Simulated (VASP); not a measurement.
The system is MgO.

```
CELL_PARAMETERS angstrom
3.30779 0.00000 0.00000
-1.65389 2.86463 0.00000
0.00000 0.00000 4.98288
ATOMIC_POSITIONS crystal
Mg 0.33333 0.66667 0.00216
Mg 0.66667 0.33333 0.50216
O 0.33333 0.66667 0.40244
O 0.66667 0.33333 0.90244
```

Measurements of this composition are mostly on another form, of space group No. 225.

- Program: VASP 6.6.1
- Task: relaxation of cell and atoms
- Functional: PBEsol
- Potentials or basis: VASP PAW PBE potentials, release 64 (Mg, O)
- Cutoff: 600 eV
- k mesh: 3 × 3 × 2
- Occupations: gaussian, width 0.02 eV
- Spin: no spin polarisation

At the start: pressure -0.1 GPa; volume 11.80 Å³/atom.

Q: How do energy, volume and symmetry change on relaxing?

A: Over 41 steps the energy falls by 58.0 meV/atom and the volume is 11.05 Å³/atom (-6.4 %); space group P6_3/mmc (No. 194, to 0.05 Å).

Step by step:
```tsv
step	energy change (eV)	largest force (eV/Å)	pressure (GPa)	volume (Å³)
1	0.0000	0.0002	-0.08	47.22
3	-0.0001	0.0194	0.04	47.16
5	-0.0004	0.0143	0.00	47.14
7	-0.0012	0.0034	-0.22	47.02
9	-0.0246	0.1279	-1.47	46.46
11	2.0241	7.1331	32.19	42.48
13	-0.1044	0.0604	2.95	44.07
15	-0.1585	0.5567	0.42	44.52
17	-0.1585	0.5552	0.43	44.52
19	-0.1585	0.5485	0.44	44.52
21	-0.1585	0.5432	0.45	44.52
23	-0.1586	0.5428	0.45	44.52
25	-0.1589	0.5411	0.44	44.52
27	-0.1603	0.5342	0.41	44.52
29	-0.1658	0.5074	0.29	44.53
31	-0.1849	0.4084	-0.15	44.57
33	-0.2253	0.1179	-1.38	44.71
35	-0.2285	0.0438	-1.67	44.76
37	-0.2318	0.0196	0.05	44.17
39	-0.2318	0.0168	0.01	44.18
41	-0.2319	0.0017	-0.01	44.19
```

Final structure:
```xyz
4
Lattice="3.4916 0.0000 0.0000 -1.7458 3.0238 0.0000 0.0000 0.0000 4.1854" Properties=species:S:1:pos:R:3 pbc="T T T"
Mg    0.0000    2.0159    3.9860
Mg    1.7458    1.0079    1.8932
O     0.0000    2.0159    1.8929
O     1.7458    1.0079    3.9856
```

Caveat: the k mesh is coarse (spacing up to 0.73 Å⁻¹), so the values aren't converged; the PAW data sets were made with another functional, which shifts forces and pressure a little.
